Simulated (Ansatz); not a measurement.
HfO2 — ¹⁷⁷Hf nuclear quadrupole resonance

Cell: an entry of the Crystallography Open Database (COD).

Space group Pbca (No. 61); a = 5.0598, b = 10.0172, c = 5.2276 Å.

| site | Wyckoff | site symmetry | x | y | z |
| --- | --- | --- | --- | --- | --- |
| Hf | 8c | 1 | 0.7466 | 0.8841 | 0.9656 |
| O9 | 8c | 1 | 0.8620 | 0.7960 | 0.6200 |
| O17 | 8c | 1 | 0.5100 | 0.9770 | 0.2500 |

One atom of each set is listed.

Level of theory: DFT, PBE, plane waves and PAW (field gradients read without the response of the frozen cores, which leaves them typically 4 to 6 % off), scalar-relativistic, 420 eV cutoff, Γ-centred 4×2×4 k-points, Fermi–Dirac smearing 0.02 eV (Ansatz 0.2.0).

¹⁷⁷Hf: I = 7/2, Q = 3365 mb (year-2017 value). Static lattice, zero field.

Task: The simulated lines lie at 129.0, 151.2, 238.5, 280.1 MHz. What are |C_Q|, η and |V_zz| at Hf?

Result: For I = 7/2 and η = 0 the lines are |C_Q|/14 times 1, 2 and 3; η shifts the lowest up most. At large η the states mix, and weaker lines appear at sums of the main ones; lines under 5 % of the strongest are left out. Here |C_Q| = 1138 MHz, η = 0.47 and |V_zz| = 13.99 × 10²¹ V/m². The calculation gives V_zz positive; the lines don't show the sign. The site has 7 O at 2.06–2.21 Å.

At this cell the PBE pressure is 5 GPa, so with PBE the cell would grow if it were relaxed. The largest force is 1.3 eV/Å, so the atoms aren't at the calculated equilibrium and relaxing them would move these values. Without spin–orbit coupling the gradients at and beside Hf can be off by some per cent, at some sites by more.
